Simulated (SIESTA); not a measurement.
Runs of SIESTA 5.4.2 on V. The structure is cubic, space group Im-3m (No. 229). Conventional cell: a = 3.029 Å, b = 3.029 Å, c = 3.029 Å, α = 90.00°, β = 90.00°, γ = 90.00°. V (site symmetry m-3m) is surrounded by 8 V at 2.62 Å. 

```csv
task,level,potentials or basis,cell,k mesh,force tolerance,optimiser,energy shift,gap on the mesh (eV),pressure (GPa),moment (μB),V0 of scaled cells (Å³/atom),relaxed volume (Å³/atom),B0 (GPa)
relaxation of cell and atoms,PBEsol,"PseudoDojo 0.4 standard (PBEsol files), DZP (energy shift 0.003 Ry; two zetas on semicore shells)",relaxed,9 × 9 × 9,0.01 eV/Å,-,0.003 Ry,none,0.0,0.00,-,12.94,-
relaxation of cell and atoms,PBE,"PseudoDojo 0.4 standard (PBE files), TZDP (energy shift 0.01 Ry)",relaxed,12 × 12 × 12,0.01 eV/Å,Broyden,0.01 Ry,none,-0.1,0.00,-,13.23,-
band structure,LDA,"PseudoDojo 0.4 standard (LDA files), DZP (energy shift 0.003 Ry; two zetas on semicore shells)",as given,12 × 12 × 12,-,-,0.003 Ry,none,-17.2,0.00,-,-,-
single point,PBEsol,"PseudoDojo 0.4 standard (PBEsol files), DZP (energy shift 0.003 Ry; two zetas on semicore shells)",as given,12 × 12 × 12,-,-,0.003 Ry,none,(a),0.00,-,-,-
equation of state,RPBE,"PseudoDojo 0.4 standard (PBE files), DZP (energy shift 0.002 Ry)",as given,12 × 12 × 12,-,-,0.002 Ry,-,-,-,13.82,-,(b)
band structure,PBE,"PseudoDojo 0.4 standard (PBE files), DZ (energy shift 0.01 Ry)",as given,12 × 12 × 12,-,-,0.01 Ry,none,(c),0.00,-,-,-
single point,PBE,"PseudoDojo 0.4 standard (PBE files), DZP (energy shift 0.002 Ry)",as given,12 × 12 × 12,-,-,0.002 Ry,none,-5.1,0.00,-,-,-
equation of state,PBE,"PseudoDojo 0.4 standard (PBE files), DZP (energy shift 0.003 Ry; two zetas on semicore shells)",as given,12 × 12 × 12,-,-,0.003 Ry,-,-,-,13.50,-,188
```

Alike in all rows: spin collinear, ferromagnetic start; smearing fermi-dirac 0.05 eV; grid cutoff 800 Ry.

Estimate the missing entries.

(a) -11.7; (b) 179; (c) -27.0.

Caveats: the basis of atomic orbitals isn't converged, which shifts pressures, moduli and gaps; semicore shells carry a single zeta, which can move pressures by several GPa and volumes by a few percent (some runs); the potentials were made for another functional, which shifts forces and pressure (some runs); the basis has no polarisation orbitals (some runs); so large a pressure means that the cell lies far from this level's equilibrium, or that cutoff or potentials fall short (some runs).

A k mesh can miss the band edges.

A gap of «none» marks a metal or a gap under the smearing width.

Not every run made on this cell is shown here.
